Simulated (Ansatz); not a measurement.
Relaxed lattice of AlNi against the functional

Method: plane-wave DFT with PAW (Ansatz; 420 eV, 500 eV for r²SCAN). Each run relaxes cell and atoms to zero pressure from this start:

```yaml
crystal:
  lattice:
    - [1.93869, -1.95319, 0.00000]
    - [1.93869, 1.95319, 0.00000]
    - [0.00000, 0.00000, 3.09943]
  atoms:
    - { symbol: Al, position: [0.00000, 0.00000, 0.00000] }
    - { symbol: Ni, position: [0.50000, 0.50000, 0.50000] }
```

| Item | Value |
| --- | --- |
| Γ-centred k-mesh | 16×16×14 |
| occupation rule | Gaussian smearing, 0.1 eV |
| spin treatment | unpolarised |

Lengths are those of the conventional cell, space group P4/mmm.

```json
{"functional": "LDA", "a (Å)": "2.829", "c (Å)": "2.840", "volume (Å³/atom)": "11.36", "gap on mesh (eV)": "metal"}
{"functional": "PBEsol", "a (Å)": "2.859", "c (Å)": "2.869", "volume (Å³/atom)": "11.72", "gap on mesh (eV)": "metal"}
{"functional": "PBE", "a (Å)": "2.889", "c (Å)": "2.901", "volume (Å³/atom)": "12.11", "gap on mesh (eV)": "metal"}
```

What does r2SCAN give?

It gives:

```
functional a (Å) c (Å) volume (Å³/atom) gap on mesh (eV)
    r2SCAN  2.860  2.870             11.74             metal
```

Cost: 4 runs of about 16 core-minutes in all, on Intel Xeon Processor @ 2.50GHz (Skylake/Cascade Lake) (shared hosts).